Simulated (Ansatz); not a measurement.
# ZnS (F-43m) in Ansatz: relaxation of cell and atoms with LDA

Aim: the relaxation of cell and atoms of ZnS with LDA.

Everything below comes from runs of Ansatz 0.2.0. Logs are shortened: lines on timing, memory, paths and dates and some standing lists are left out, and cuts for length are marked.

## (1) The structure

Symmetry: F-43m, No. 216, cubic system. The conventional cell has a = 5.404 Å, b = 5.404 Å, c = 5.404 Å, α = 90.00°, β = 90.00°, γ = 90.00°. Zn (site symmetry -43m) is surrounded by 4 S at 2.34 Å. S (site symmetry -43m) has 4 Zn at 2.34 Å as nearest neighbours.

## (2) Relaxation of cell and atoms, LDA

The input, input.yaml:

```yaml
crystal:
  lattice:
    - [0.0, 2.702, 2.702]
    - [2.702, 0.0, 2.702]
    - [2.702, 2.702, 0.0]
  atoms:
    - { symbol: Zn, position: [0.75, 0.75, 0.75] }
    - { symbol: S, position: [0.0, 0.0, 0.0] }
kpoints:
  mp_grid: { grid: [9, 9, 9] }
scf:
  occupations: { method: fermi_dirac, width: 0.05 }
hamiltonian:
  xc: lda
  pseudopotentials: { kind: all_electron, lapw: { basis_error: 0.001 } }
output:
  forces: true
  stress: true
relax:
  f_tol: 0.01
  max_steps: 60
  cell: {}
```

Potentials or basis: all-electron LAPW, scalar-relativistic.

Command:

```sh
> ansatz run input.yaml --threads 1 --pin off --max-ram 3072MiB --backend cpu --events-out ev --progress --plain --runs-dir out
```

Output:

```text
Warning: RAYON_NUM_THREADS=1 ignored (pool sized by the plan → 1); use --threads N
The last accepted step is kept in <dir> (removed where the run ends without a failure and the disk answers)
LAPW: plane waves up to 8.929 Å⁻¹, error target 1.0e-3 eV per atom; small_component_spin mean_spin; S in spheres of 1.010 Å, 14 of its electrons in bands, Dirac shells []; Zn in spheres of 1.260 Å, 20 of its electrons in bands, Dirac shells [] (how accurate: hamiltonian.pseudopotentials.lapw.basis_error, Limitations)
Engine: ansatz 0.2.0, x86_64-unknown-linux-gnu
Pseudopotentials: kind: all_electron
Pseudopotential: Zn, LAPW, valence charge 20, lapw/all_electron/scalar/gaussian/Zn, Koelling and Harmon's equation, gaussian nucleus
Pseudopotential: S, LAPW, valence charge 14, lapw/all_electron/scalar/gaussian/S, Koelling and Harmon's equation, gaussian nucleus
Functional definition: SPW92
  exchange = slater_x
  correlation = pw_c
Crystal: 2 atoms, lattice volume = 39.454 Å³
Basis set: ecut = 303.75192881139327 eV, 459 PW (Γ), exchange–correlation at level 2
Bands: 21, of which v1, the nominal top of the filled ones, is band 17 counted from 1 (16 counted from 0)
Symmetry: 24 space group operations
Space group: F-43m (ITA 216), of the structure as read, at distance tolerance 3.4e-5 Å
k-points: 35 of 729 (time reversal used)
Non-local potential: Zn, projectors of the file, none
Non-local potential: S, projectors of the file, none
Initial density: superposition of atomic densities (chi_scale 0.1, normalization cell, long waves kept (reshape's long-wave potential 0.00 eV rms))
Initial wavefunctions: plane waves of lowest kinetic energy (no species holds an atomic orbital)
Functional: x = slater, c = lda
iter 1 solved again at ethr=2.82e-3 eV; its pass at ethr=1.00e-1 eV (dr2=9.59e-1 eV) is discarded
SCF iter   1: F=—  HF=-59632.635217 eV  |F-HF|=—  |Δ(HF+E_count)|=         —  Δρ=3.91e-2  dr2=9.61e-1  ethr=2.82e-3  ⟨swp⟩=2.0  Hψ=5018  notcnv=0
preconditioner: auto → none  [insulator: Δε(μ)=2.191 eV  Ē_g=11.550 eV  σ=0.050 eV  W_gap=1.00  n_scr=14 (ndim 8)  ℏωp=25.1 eV  f_vac=0.115  D(μ)=0.00/eV (n_scr^D=0)  ε∞_Penn≈5.7]
iter 2 solved again at ethr=1.76e-4 eV; its pass at ethr=2.82e-3 eV (dr2=5.98e-2 eV) is discarded
SCF iter   2: F=—  HF=-59632.323386 eV  |F-HF|=—  |Δ(HF+E_count)|=   3.12e-1  Δρ=1.39e-2  dr2=5.98e-2  ethr=1.76e-4  ⟨swp⟩=2.0  Hψ=3847  notcnv=0
SCF iter   3: F=—  HF=-59632.212555 eV  |F-HF|=—  |Δ(HF+E_count)|=   1.11e-1  Δρ=7.81e-3  dr2=1.54e-2  ethr=1.76e-4  ⟨swp⟩=3.0  Hψ=2258  notcnv=0
SCF iter   4: F=—  HF=-59632.202380 eV  |F-HF|=—  |Δ(HF+E_count)|=         —  Δρ=3.49e-3  dr2=3.11e-3  ethr=4.52e-5  ⟨swp⟩=2.0  Hψ=1997  notcnv=0
the basis was enlarged: its passes take 32.9 KiB over the memory plan, 1 of 1 planned eigensolver slots
SCF iter   5: F=—  HF=-59632.201337 eV  |F-HF|=—  |Δ(HF+E_count)|=   1.04e-3  Δρ=5.01e-4  dr2=5.49e-5  ethr=9.15e-6  ⟨swp⟩=2.0  Hψ=1997  notcnv=0
SCF iter   6: F=—  HF=-59632.201329 eV  |F-HF|=—  |Δ(HF+E_count)|=   7.70e-6  Δρ=4.59e-5  dr2=4.22e-7  ethr=1.61e-7  ⟨swp⟩=2.0  Hψ=1997  notcnv=0
SCF iter   7: F=-59632.201329 eV  HF=-59632.201329 eV  |F-HF|=1.21e-8  |Δ(HF+E_count)|=   1.02e-7  Δρ=3.62e-6  dr2=3.33e-9  ethr=1.24e-9  ⟨swp⟩=2.5  Hψ=2018  notcnv=0
SCF 1 converged in 7 iterations: F = -59632.201329 eV  dr2 = 3.33e-9
relax step   1: F+E_penalty+E_count = -59632.20132943 eV  Δ(F+E_penalty+E_count) = +0.000e0 eV  max|allowed force component| = 8.789e-17 eV/Å  Δτ_max = 0.0000 Å  P = -4.539 GPa  Ω = 39.454 Å³  (7 SCF iters, accepted)
Crystal: 2 atoms, lattice volume = 38.084 Å³
Basis set: ecut = 310.99211619463205 eV, 459 PW (Γ), exchange–correlation at level 2
Initial density: handed on by an earlier stage of this run
Initial wavefunctions: those handed on with the density
iter 1 solved again at ethr=7.44e-7 eV; its pass at ethr=1.00e-1 eV (dr2=2.53e-4 eV) is discarded
SCF iter   1: F=—  HF=-59632.229825 eV  |F-HF|=—  |Δ(HF+E_count)|=         —  Δρ=5.95e-4  dr2=2.54e-4  ethr=7.44e-7  ⟨swp⟩=3.8  Hψ=3889  notcnv=0
preconditioner: auto → none  [insulator: Δε(μ)=2.013 eV  Ē_g=12.303 eV  σ=0.050 eV  W_gap=1.00  n_scr=14 (ndim 8)  ℏωp=25.5 eV  f_vac=0.148  D(μ)=0.00/eV (n_scr^D=0)  ε∞_Penn≈5.3]
SCF iter   2: F=—  HF=-59632.229736 eV  |F-HF|=—  |Δ(HF+E_count)|=   8.93e-5  Δρ=2.76e-4  dr2=5.54e-5  ethr=7.44e-7  ⟨swp⟩=2.0  Hψ=1995  notcnv=0
iter 3 solved again at ethr=8.48e-9 eV; its pass at ethr=1.63e-7 eV (dr2=2.88e-6 eV) is discarded
SCF iter   3: F=—  HF=-59632.229730 eV  |F-HF|=—  |Δ(HF+E_count)|=   6.10e-6  Δρ=7.85e-5  dr2=2.89e-6  ethr=8.48e-9  ⟨swp⟩=2.0  Hψ=3502  notcnv=0
SCF iter   4: F=—  HF=-59632.229716 eV  |F-HF|=—  |Δ(HF+E_count)|=   1.41e-5  Δρ=2.96e-5  dr2=2.29e-7  ethr=8.48e-9  ⟨swp⟩=3.0  Hψ=2258  notcnv=0
SCF iter   5: F=-59632.229716 eV  HF=-59632.229716 eV  |F-HF|=1.36e-8  |Δ(HF+E_count)|=   2.77e-8  Δρ=8.02e-6  dr2=2.49e-8  ethr=6.74e-10  ⟨swp⟩=2.0  Hψ=1995  notcnv=0
SCF 2 converged in 5 iterations: F = -59632.229716 eV  dr2 = 2.49e-8
relax step   2: F+E_penalty+E_count = -59632.22971579 eV  Δ(F+E_penalty+E_count) = -2.839e-2 eV  max|allowed force component| = 3.585e-17 eV/Å  Δτ_max = 0.0000 Å  P = -2.018 GPa  Ω = 38.084 Å³  (5 SCF iters, accepted)
Crystal: 2 atoms, lattice volume = 37.054 Å³
Basis set: ecut = 316.7269426881965 eV, 459 PW (Γ), exchange–correlation at level 2
iter 1 solved again at ethr=4.14e-7 eV; its pass at ethr=1.00e-1 eV (dr2=1.41e-4 eV) is discarded
SCF iter   1: F=—  HF=-59632.235671 eV  |F-HF|=—  |Δ(HF+E_count)|=         —  Δρ=4.54e-4  dr2=1.41e-4  ethr=4.14e-7  ⟨swp⟩=3.9  Hψ=3921  notcnv=0
preconditioner: auto → none  [insulator: Δε(μ)=2.137 eV  Ē_g=12.444 eV  σ=0.050 eV  W_gap=1.00  n_scr=14 (ndim 8)  ℏωp=25.9 eV  f_vac=0.140  D(μ)=0.00/eV (n_scr^D=0)  ε∞_Penn≈5.3]
SCF iter   2: F=—  HF=-59632.235623 eV  |F-HF|=—  |Δ(HF+E_count)|=   4.83e-5  Δρ=2.28e-4  dr2=3.62e-5  ethr=4.14e-7  ⟨swp⟩=2.0  Hψ=1993  notcnv=0
iter 3 solved again at ethr=6.72e-9 eV; its pass at ethr=1.06e-7 eV (dr2=2.29e-6 eV) is discarded
SCF iter   3: F=—  HF=-59632.235618 eV  |F-HF|=—  |Δ(HF+E_count)|=   4.66e-6  Δρ=7.09e-5  dr2=2.29e-6  ethr=6.72e-9  ⟨swp⟩=2.0  Hψ=3503  notcnv=0
SCF iter   4: F=—  HF=-59632.235608 eV  |F-HF|=—  |Δ(HF+E_count)|=   1.01e-5  Δρ=2.42e-5  dr2=1.27e-7  ethr=6.72e-9  ⟨swp⟩=3.0  Hψ=2233  notcnv=0
SCF iter   5: F=-59632.235608 eV  HF=-59632.235608 eV  |F-HF|=6.80e-9  |Δ(HF+E_count)|=   1.76e-8  Δρ=3.36e-6  dr2=6.22e-9  ethr=3.74e-10  ⟨swp⟩=2.0  Hψ=1993  notcnv=0
SCF 3 converged in 5 iterations: F = -59632.235608 eV  dr2 = 6.22e-9
relax step   3: F+E_penalty+E_count = -59632.23560824 eV  Δ(F+E_penalty+E_count) = -5.892e-3 eV  max|allowed force component| = 8.327e-17 eV/Å  Δτ_max = 0.0000 Å  P = +0.241 GPa  Ω = 37.054 Å³  (5 SCF iters, accepted)
Crystal: 2 atoms, lattice volume = 37.161 Å³
Basis set: ecut = 316.118271572752 eV, 459 PW (Γ), exchange–correlation at level 2
iter 1 solved again at ethr=3.84e-9 eV; its pass at ethr=1.00e-1 eV (dr2=1.30e-6 eV) is discarded
SCF iter   1: F=—  HF=-59632.235686 eV  |F-HF|=—  |Δ(HF+E_count)|=         —  Δρ=4.69e-5  dr2=1.51e-6  ethr=3.84e-9  ⟨swp⟩=4.7  Hψ=4052  notcnv=0
preconditioner: auto → none  [insulator: Δε(μ)=2.126 eV  Ē_g=12.429 eV  σ=0.050 eV  W_gap=1.00  n_scr=14 (ndim 8)  ℏωp=25.8 eV  f_vac=0.143  D(μ)=0.00/eV (n_scr^D=0)  ε∞_Penn≈5.3]
SCF iter   2: F=—  HF=-59632.235685 eV  |F-HF|=—  |Δ(HF+E_count)|=   5.39e-7  Δρ=2.39e-5  dr2=4.01e-7  ethr=3.84e-9  ⟨swp⟩=2.0  Hψ=1993  notcnv=0
iter 3 solved again at ethr=7.74e-11 eV; its pass at ethr=1.18e-9 eV (dr2=2.63e-8 eV) is discarded
SCF iter   3: F=—  HF=-59632.235685 eV  |F-HF|=—  |Δ(HF+E_count)|=   5.87e-8  Δρ=7.44e-6  dr2=2.64e-8  ethr=7.74e-11  ⟨swp⟩=2.0  Hψ=3506  notcnv=0
SCF iter   4: F=-59632.235685 eV  HF=-59632.235685 eV  |F-HF|=1.16e-10  |Δ(HF+E_count)|=   1.22e-7  Δρ=2.50e-6  dr2=1.37e-9  ethr=7.74e-11  ⟨swp⟩=3.0  Hψ=2238  notcnv=0
SCF 4 converged in 4 iterations: F = -59632.235685 eV  dr2 = 1.37e-9
relax step   4: F+E_penalty+E_count = -59632.23568509 eV  Δ(F+E_penalty+E_count) = -7.684e-5 eV  max|allowed force component| = 9.252e-17 eV/Å  Δτ_max = 0.0000 Å  P = -0.010 GPa  Ω = 37.161 Å³  (4 SCF iters, accepted)
iter 1 solved again at ethr=4.04e-12 eV; its pass at ethr=1.00e-1 eV (dr2=1.37e-9 eV) is discarded
SCF iter   1: F=—  HF=-59632.235686 eV  |F-HF|=—  |Δ(HF+E_count)|=         —  Δρ=2.50e-6  dr2=1.37e-9  ethr=4.04e-12  ⟨swp⟩=4.2  Hψ=3719  notcnv=0
SCF iter   2: F=-59632.235686 eV  HF=-59632.235686 eV  |F-HF|=1.89e-10  |Δ(HF+E_count)|=  9.24e-10  Δρ=1.23e-6  dr2=3.65e-10  ethr=4.04e-12  ⟨swp⟩=2.0  Hψ=1993  notcnv=0
SCF 5 converged in 2 iterations: F = -59632.235686 eV  dr2 = 3.65e-10
relax step   5: F+E_penalty+E_count = -59632.23568555 eV  Δ(F+E_penalty+E_count) = -4.667e-7 eV  max|allowed force component| = 8.327e-17 eV/Å  Δτ_max = 0.0000 Å  P = -0.010 GPa  Ω = 37.161 Å³  stress off target by 1.02e-2 GPa  SCF on the basis re-selected at this cell (its energy is not comparable with the rows above)  (2 SCF iters)
basis re-selected at this cell: Δ(F+E_penalty+E_count) = -4.667e-7 eV, ΔP = +0.000 GPa vs the last step (what re-selecting the basis moved, after the strain that the cell walked since its last selection, with what the two solves' SCF thresholds leave and, on support functions, any second-order correction that the steps lacked; it is no measure of the basis error at this ecutwfc). This SCF's stress stands 1.02e-2 GPa from its target on what of the cell is left free (relax.cell.stress_tol is 5.00e-2 GPa) and its largest allowed force component is 8.33e-17 eV/Å (relax.f_tol is 1.00e-2 eV/Å): within both
SCF converged after 2 iterations
Free energy (F): -59632.235686 eV
Harris-Foulkes:  -59632.235686 eV  (|F-HF|=1.89e-10)
Internal energy: -59632.235686 eV  (E = F + TS)
E sigma→0 (E₀):  -59632.235686 eV
Fermi energy:    9.037252 eV
--- Per-component energies (eV) ---
  E_band       = -1861.550435
  E_kinetic    = 60548.658009
  E_xc         = -2541.751226
  E_electrostatic = -117639.142469  (all electrons and nuclei)
  E_smearing   = -0.000000  (= −TS)
  E_closure    = 0.000000  (closes the sum)
  E_atoms      = -59624.036302  (free atoms, spherical and without spin; not in F)
  Σ components = -59632.235686   (vs F -59632.235686, Δ=0.00e0)
  Basis errors (estimates in eV, not in F): energy 4.9e-4 per atom: plane waves 4.5e-4 (2.7e-4 summed), levels above the bands 6.7e-47, relativity 4.5e-9, radial functions 4.3e-5, core shells 1.1e-10; eigenvalues (radial functions only) 5.0e-7; not estimated: angular momenta, meshes, grids; target (lapw.basis_error) 1.0e-3; muffin-tin radii S 0.990 Å, Zn 1.235 Å
--- Forces (eV/Å), atoms counted from 1 ---
  atom   1  Zn    -0.00000000     0.00000000    -0.00000000
  atom   2  S      0.00000000    -0.00000000     0.00000000
  max |Σ_I F_I| component: 1.85e-17 eV/Å
--- Stress (GPa, compression-positive) ---
       -0.010217      -0.000000      -0.000000
       -0.000000      -0.010217       0.000000
       -0.000000       0.000000      -0.010217
  P = ⅓ Tr σ = -0.0102 GPa (-0.102 kbar)
--- Relaxed structure (4 steps of the walk, 4 accepted, 1 SCFs on fresh bases) ---
  F+E_penalty+E_count = -59632.23568555 eV   max|allowed force component| = 8.327e-17 eV/Å   (the final SCF, on the basis selected at the relaxed cell)
  cell:  # Å, volume = 37.1612 Å³
    - [-4.522142679194837e-34, 2.648622521133407, 2.648622521133407]
    - [2.648622521133407, -1.1464587074015078e-33, 2.648622521133407]
    - [2.648622521133407, 2.648622521133407, -1.4649194594574822e-33]
  atoms:
    - { symbol: Zn, position: [0.75, 0.75, 0.75] }
    - { symbol: S, position: [-5.160225879553454e-35, 1.6445899745627188e-34, 1.6817139017537507e-34] }
```

Wall time 17 s (1 thread of Intel Xeon 6975P-C (Granite Rapids), shared host); peak memory 0.33 GiB.

What came out:

```yaml
Free_energy: -59632.2357 eV
Relaxed_volume: 18.58 Å³/atom
Relaxed_cell: a = 3.746 Å, b = 3.746 Å, c = 3.746 Å, α = 60.00°, β = 60.00°, γ = 60.00°
Space_group_after_relaxing_to_0.05_Å: F-43m (No. 216)
Energy_gained_by_relaxing: 17.2 meV/atom
Ionic_steps: 5
Pressure_after_relaxing: 0.0 GPa
Band_gap_on_the_k_mesh: 2.13 eV
```

The path:
```csv
step,energy change (eV),largest force (eV/Å),volume (Å³)
1,0.0000,0.0000,39.45
2,-0.0284,0.0000,38.08
3,-0.0343,0.0000,37.05
4,-0.0344,0.0000,37.16
5,-0.0344,0.0000,37.16
```

Final structure:
```xyz
2
Lattice="0.0000 2.6486 2.6486 2.6486 0.0000 2.6486 2.6486 2.6486 0.0000" Properties=species:S:1:pos:R:3 pbc="T T T"
Zn    3.9729    3.9729    3.9729
S     0.0000    0.0000    0.0000
```

Caveat: an odd mesh through Γ misses points on the zone boundary, where band edges often lie. LDA usually gives volumes a few per cent too small.
